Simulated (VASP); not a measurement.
# CoSi (Pm-3m) in VASP: further runs, part 2 of 2

VASP 6.6.1.

## (3) Single point, PBEsol, collinear spin, ferromagnetic start

Contents of INCAR:

```
ADDGRID = False
ALGO = Normal
EDIFF = 1E-7
ENCUT = 450
GGA = PS
ISIF = 2
ISMEAR = 1
ISPIN = 2
LASPH = True
LCHARG = False
LMAXMIX = 4
LORBIT = 11
LREAL = False
LWAVE = False
MAGMOM = 2 0
NELM = 100
PREC = Accurate
SIGMA = 0.15
```

Contents of KPOINTS:

```
k-points
0
Gamma
  10 10 10
```

Contents of POSCAR:

```
CoSi
1.0
    2.7813340000      0.0000000000      0.0000000000
    0.0000000000      2.7813340000      0.0000000000
    0.0000000000      0.0000000000      2.7813340000
Co Si
1 1
Direct
    0.0000000000      0.0000000000      0.0000000000
    0.5000000000      0.5000000000      0.5000000000
```

Potentials or basis: VASP PAW PBE potentials, release 64 (Co, Si).

The run is started by

```sh
$ cat potpaw_PBE.64/Co/POTCAR potpaw_PBE.64/Si/POTCAR > POTCAR
$ mpirun -np 1 vasp_std > vasp.out
```

OUTCAR:

```text
EDIFF = 1E-7
   ENCUT = 450
   GGA = PS
   ISIF = 2
   ISMEAR = 1
   ISPIN = 2
   LASPH = True
   LORBIT = 11
   LREAL = False
   NELM = 100
   PREC = Accurate

 Found     56 irreducible k-points:

 Following reciprocal coordinates:
            Coordinates               Weight
  0.000000  0.000000  0.000000      1.000000
  0.100000  0.000000  0.000000      6.000000
  0.200000  0.000000  0.000000      6.000000
  0.300000  0.000000  0.000000      6.000000
  0.400000  0.000000  0.000000      6.000000
  0.500000  0.000000  0.000000      3.000000
   k-points           NKPTS =     56   k-points in BZ     NKDIM =     56   number of bands    NBANDS=     11
   number of dos      NEDOS =    301   number of ions     NIONS =      2
   total plane-waves  NPLWV =   8000
   dimension x,y,z NGX =    20 NGY =   20 NGZ =   20
   dimension x,y,z NGXF=    40 NGYF=   40 NGZF=   40
   ions per type =               1   1
   NGX,Y,Z   is equivalent  to a cutoff of  11.95, 11.95, 11.95 a.u.
   NGXF,Y,Z  is equivalent  to a cutoff of  23.91, 23.91, 23.91 a.u.
 SYSTEM =  unknown system
   PREC   = accura    normal or accurate (medium, high low for compatibility)
   ISTART =      0    job   : 0-new  1-cont  2-samecut
   ICHARG =      2    charge: 1-file 2-atom 10-const
   ISPIN  =      2    spin polarized calculation?
   LNONCOLLINEAR =      F non collinear calculations
   LSORBIT =      F    spin-orbit coupling
   LASPH  =      T    aspherical Exc in radial PAW
   ENCUT  =  450.0 eV  33.07 Ry    5.75 a.u.   4.81  4.81  4.81*2*pi/ulx,y,z
   NELM   =    100;   NELMIN=  2; NELMDL= -5     # of ELM steps
   EDIFF  = 0.1E-06   stopping-criterion for ELM
   LREAL  =      F    real-space projection
   EDIFFG = 0.1E-05   stopping-criterion for IOM
   NSW    =      0    number of steps for IOM
   IBRION =     -1    ionic relax: 0-MD 1-quasi-New 2-CG
   NFREE  =      0    steps in history (QN), initial steepest desc. (CG)
   ISIF   =      2    stress and relaxation
   ISYM   =      2    0-nonsym 1-usesym 2-fastsym
   POTIM  = 0.5000    time-step for ionic-motion
   TEBEG  =    0.0;   TEEND  =   0.0 temperature during run
   PSTRESS=    0.0 pullay stress
   NELECT =      13.0000    total number of electrons
   NUPDOWN=      -1.0000    fix difference up-down
   EMIN   =  10.00;   EMAX   =-10.00  energy-range for DOS
   EFERMI =   0.00;   METHOD = LEGACY
   ISMEAR =     1;   SIGMA  =   0.15  broadening in eV -4-tet -1-fermi 0-gaus
   EFERMI_NEDOS =   21; number of points for ismear=-14 and -15
   IALGO  =     38    algorithm
   IMIX   =      4    mixing-type and parameters
     AMIX     =   0.40;   BMIX     =  1.00
     AMIX_MAG =   1.60;   BMIX_MAG =  1.00
  volume/ion in A,a.u.               =      10.76        72.60
  Fermi-wavevector in a.u.,A,eV,Ry     =   1.384000  2.615381 26.061367  1.915456
  Thomas-Fermi vector in A             =   2.508545
   LORBIT       =     11    0 simple, 1 ext, 2 COOP (PROOUT), +10 PAW based schemes
   GGA     = PS    functional components
   LHFCALC =     F    Hartree Fock is set to
   AEXX    =    0.0000 exact exchange contribution
   IVDW    =     0    specifies the selected vdW correction
   LEPSILON=     F    determine dielectric tensor
   LRPA    =     F    only Hartree local field effects (RPA)
 spin polarized calculation
 Methfessel and Paxton  Order N= 1 SIGMA  =   0.15
  energy-cutoff  :      450.00
  volume of cell :       21.52
 maximum number of plane-waves:       480
 NGX is ok and might be reduce to    20
   NGX =  9   NGY =  9   NGZ =  9

 number of electron      13.0000007 magnetization       0.5335735

 Free energy of the ion-electron system (eV)
  ---------------------------------------------------
  ext. energy  EPLUGINS =         0.00000000
  ---------------------------------------------------
  free energy    TOTEN  =       -14.53851584 eV

  energy without entropy =      -14.53565970  energy(sigma->0) =      -14.53756380

 E-fermi :  12.7421     XC(G=0): -13.0471

 val. band max:       12.7397839642   @ k =   0.5000   0.2000   0.0000
 cond. band min:      12.7430009960   @ k =   0.4000   0.0000   0.0000
 fundamental gap:      0.0032170318
 Fermi energy:        12.7421290419

 spin component 1

 k-point     1 :       0.0000    0.0000    0.0000
  band No.  band energies     occupation
      1      -1.5255      1.00000
      2       8.6074      1.00000
      3       8.6074      1.00000
      4      11.1646      1.00000
      5      11.1646      1.00000
      6      11.1646      1.00000
      7      15.7110     -0.00000
      8      15.7110     -0.00000
      9      15.7110     -0.00000
     10      20.1911      0.00000
     11      20.1911      0.00000

 k-point     2 :       0.1000    0.0000    0.0000
  band No.  band energies     occupation
      1      -1.3330      1.00000
      2       8.5066      1.00000
      3       8.6709      1.00000
      4      11.0008      1.00000
      5      11.0008      1.00000
      6      11.1786      1.00000
      7      14.5584     -0.00000
      8      16.0399      0.00000
      9      16.0399      0.00000
     10      20.1309      0.00000
     11      21.2346      0.00000
[... 43 lines left out ...]
 k-point     6 :       0.5000    0.0000    0.0000
  band No.  band energies     occupation
      1       2.3659      1.00000
      2       3.8714      1.00000
      3       9.3423      1.00000
      4       9.9132      1.00000
      5       9.9132      1.00000
      6      11.3141      1.00000
      7      12.0219      1.00000
      8      19.4049      0.00000
      9      20.7871      0.00000
     10      20.7871      0.00000
     11      22.1360      0.00000

 [... further k-points ...]

 spin component 2

 k-point     1 :       0.0000    0.0000    0.0000
  band No.  band energies     occupation
      1      -1.5040      1.00000
      2       9.1473      1.00000
      3       9.1473      1.00000
      4      11.5397      1.00000
      5      11.5397      1.00000
      6      11.5397      1.00000
      7      15.7339     -0.00000
      8      15.7339     -0.00000
      9      15.7339     -0.00000
     10      20.4414      0.00000
     11      20.4414      0.00000

 k-point     2 :       0.1000    0.0000    0.0000
  band No.  band energies     occupation
      1      -1.3115      1.00000
      2       8.9998      1.00000
      3       9.2183      1.00000
      4      11.3613      1.00000
      5      11.3613      1.00000
      6      11.5545      1.00000
      7      14.7010     -0.00000
      8      16.0763      0.00000
      9      16.0763      0.00000
     10      20.3618      0.00000
     11      21.4196      0.00000
[... 43 lines left out ...]
 k-point     6 :       0.5000    0.0000    0.0000
  band No.  band energies     occupation
      1       2.3803      1.00000
      2       3.9396      1.00000
      3       9.9837      1.00000
      4      10.2182      1.00000
      5      10.2182      1.00000
      6      11.6970      1.00000
      7      12.7855      0.26604
      8      19.4056      0.00000
      9      20.8888      0.00000
     10      20.8888      0.00000
     11      22.1758      0.00000

 [... further k-points ...]

------------------------ aborting loop because EDIFF is reached ----------------------------------------

  FORCE on cell =-STRESS in cart. coord.  units (eV):
  Direction    XX          YY          ZZ          XY          YZ          ZX
  --------------------------------------------------------------------------------------
  -------------------------------------------------------------------------------------
  Total       -0.8590981     -0.8590981     -0.8590981     -0.0000000     -0.0000000      0.0000000
  in kB      -63.9725826    -63.9725826    -63.9725826     -0.0000000     -0.0000000      0.0000000
  external PRESSURE =     -63.9725826 kB  Pullay stress =       0.0000000 kB

 VOLUME and BASIS-vectors are now :
 -----------------------------------------------------------------------------
  energy-cutoff  :      450.00
  volume of cell :       21.52
      direct lattice vectors                 reciprocal lattice vectors
     2.781334000  0.000000000  0.000000000     0.359539703  0.000000000  0.000000000
     0.000000000  2.781334000  0.000000000     0.000000000  0.359539703  0.000000000
     0.000000000  0.000000000  2.781334000     0.000000000  0.000000000  0.359539703

 POSITION                                       TOTAL-FORCE (eV/Angst)
 -----------------------------------------------------------------------------------
      0.00000      0.00000      0.00000         0.000000      0.000000      0.000000
      1.39067      1.39067      1.39067         0.000000      0.000000      0.000000
 -----------------------------------------------------------------------------------
    total drift:                                0.000000      0.000000      0.000000

  FREE ENERGIE OF THE ION-ELECTRON SYSTEM (eV)
  ---------------------------------------------------
  free  energy   TOTEN  =       -14.5385158449 eV

  energy  without entropy=      -14.5356597010  energy(sigma->0) =      -14.53756380

 total charge

# of ion       s       p       d       tot
------------------------------------------
    1        0.441   0.590   7.585   8.617
    2        0.710   0.862   0.000   1.572
--------------------------------------------------
tot          1.152   1.452   7.585  10.189

 magnetization (x)

# of ion       s       p       d       tot
------------------------------------------
    1        0.008   0.002   0.521   0.531
    2        0.002   0.011   0.000   0.012
--------------------------------------------------
tot          0.009   0.013   0.521   0.543
```

stdout:

```text
POSCAR found type information on POSCAR CoSi
 POSCAR found :  2 types and       2 ions
 scaLAPACK will be used
 -----------------------------------------------------------------------------
|                                                                             |
|                                                                             |
|     You enforced a specific xc type in the INCAR file but a different       |
|     I HOPE YOU KNOW WHAT YOU ARE DOING!                                     |
|                                                                             |
 -----------------------------------------------------------------------------

 LDA part: xc-table for (Slater+PW92), standard interpolation
 POSCAR, INCAR and KPOINTS ok, starting setup
 FFT: planning ... GRIDC
 FFT: planning ... GRID_SOFT
 FFT: planning ... GRID
 WAVECAR not read
 entering main loop
```

It took 9.5 s on 1 thread of Intel Xeon 6975P-C (Granite Rapids), shared host; peak memory 0.14 GiB.

These settings aren't checked as converged: the numbers below hold their error.

Results:

| Item | Value |
| --- | --- |
| Free energy | -14.5385 eV |
| Pressure | -6.4 GPa |
| Band gap on the k mesh | none (metal or under the smearing width) |
| Net moment | 0.53 μB per cell |
| Site moments | Co +0.53; Si +0.01 μB |
| Valence electrons inside the program's atomic spheres | Co 8.62; Si 1.57 |

Caveat: the PAW data sets were made with another functional, which shifts forces and pressure a little.

## (4) Single point, PBEsol, collinear spin, ferromagnetic start

INCAR, as its differences from that of step 3:

```diff
@@ -3,3 +3,3 @@
 EDIFF = 1E-7
-ENCUT = 450
+ENCUT = 350
 GGA = PS
```

Contents of KPOINTS:

```
k-points
0
Gamma
  12 12 12
```

POSCAR is that of step 3.

Potentials or basis: VASP PAW PBE potentials, release 64 (Co, Si).

The run is started by

```sh
$ cat potpaw_PBE.64/Co/POTCAR potpaw_PBE.64/Si/POTCAR > POTCAR
$ mpirun -np 1 vasp_std > vasp.out
```

OUTCAR:

```text
EDIFF = 1E-7
   ENCUT = 350
   GGA = PS
   ISIF = 2
   ISMEAR = 1
   ISPIN = 2
   LASPH = True
   LORBIT = 11
   LREAL = False
   NELM = 100
   PREC = Accurate

 Found     84 irreducible k-points:

 Following reciprocal coordinates:
            Coordinates               Weight
  0.000000  0.000000  0.000000      1.000000
  0.083333  0.000000  0.000000      6.000000
  0.166667  0.000000  0.000000      6.000000
  0.250000  0.000000  0.000000      6.000000
  0.333333  0.000000  0.000000      6.000000
  0.416667  0.000000  0.000000      6.000000
   k-points           NKPTS =     84   k-points in BZ     NKDIM =     84   number of bands    NBANDS=     11
   number of dos      NEDOS =    301   number of ions     NIONS =      2
   total plane-waves  NPLWV =   5832
   dimension x,y,z NGX =    18 NGY =   18 NGZ =   18
   dimension x,y,z NGXF=    36 NGYF=   36 NGZF=   36
   ions per type =               1   1
   NGX,Y,Z   is equivalent  to a cutoff of  10.76, 10.76, 10.76 a.u.
   NGXF,Y,Z  is equivalent  to a cutoff of  21.52, 21.52, 21.52 a.u.
 SYSTEM =  unknown system
   PREC   = accura    normal or accurate (medium, high low for compatibility)
[... 237 lines left out ...]
     11      23.3053      0.00000

 [... further k-points ...]

------------------------ aborting loop because EDIFF is reached ----------------------------------------

  FORCE on cell =-STRESS in cart. coord.  units (eV):
  Direction    XX          YY          ZZ          XY          YZ          ZX
  --------------------------------------------------------------------------------------
  -------------------------------------------------------------------------------------
  Total       -0.9534810     -0.9534810     -0.9534810      0.0000000      0.0000000     -0.0000000
  in kB      -71.0007926    -71.0007926    -71.0007926      0.0000000      0.0000000     -0.0000000
  external PRESSURE =     -71.0007926 kB  Pullay stress =       0.0000000 kB

 VOLUME and BASIS-vectors are now :
 -----------------------------------------------------------------------------
  energy-cutoff  :      350.00
  volume of cell :       21.52
      direct lattice vectors                 reciprocal lattice vectors
     2.781334000  0.000000000  0.000000000     0.359539703  0.000000000  0.000000000
     0.000000000  2.781334000  0.000000000     0.000000000  0.359539703  0.000000000
     0.000000000  0.000000000  2.781334000     0.000000000  0.000000000  0.359539703

 POSITION                                       TOTAL-FORCE (eV/Angst)
 -----------------------------------------------------------------------------------
      0.00000      0.00000      0.00000         0.000000      0.000000      0.000000
      1.39067      1.39067      1.39067         0.000000      0.000000      0.000000
 -----------------------------------------------------------------------------------
    total drift:                                0.000000     -0.000000     -0.000000

  FREE ENERGIE OF THE ION-ELECTRON SYSTEM (eV)
  ---------------------------------------------------
  free  energy   TOTEN  =       -14.5351123099 eV

  energy  without entropy=      -14.5310874124  energy(sigma->0) =      -14.53377068

 total charge

# of ion       s       p       d       tot
------------------------------------------
    1        0.441   0.593   7.574   8.609
    2        0.707   0.862   0.000   1.569
--------------------------------------------------
tot          1.148   1.456   7.574  10.177

 magnetization (x)

# of ion       s       p       d       tot
------------------------------------------
    1        0.007   0.002   0.513   0.523
    2        0.003   0.011   0.000   0.013
--------------------------------------------------
tot          0.010   0.013   0.513   0.536
```

Run time: 11 s. Hardware: 1 thread of Intel Xeon 6975P-C (Granite Rapids), shared host; peak memory 0.13 GiB.

These settings aren't checked as converged: the numbers below hold their error.

What came out:

| Property | Result |
| --- | --- |
| Free energy | -14.5351 eV |
| Pressure | -7.1 GPa |
| Band gap on the k mesh | none (metal or under the smearing width) |
| Net moment | 0.53 μB per cell |
| Site moments | Co +0.52; Si +0.01 μB |
| Valence electrons inside the program's atomic spheres | Co 8.61; Si 1.57 |

Caveat: the PAW data sets were made with another functional, which shifts forces and pressure a little.

## (5) The reference run

An earlier run on the cell as given: functional PBE; potentials or basis VASP PAW PBE potentials, release 64 (Co, Si); cutoff 520 eV; k mesh 10 × 10 × 10; occupations fermi-dirac, width 0.05 eV; collinear spin, ferromagnetic start; starting moments [2.0, 0.0] μB.

* Pressure: 0.6 GPa
* Band gap on the k mesh: none (metal or under the smearing width)
* Net moment: 0.54 μB per cell
* Site moments: Co +0.54; Si +0.01 μB
* Valence electrons inside the program's atomic spheres: Co 8.61; Si 1.57
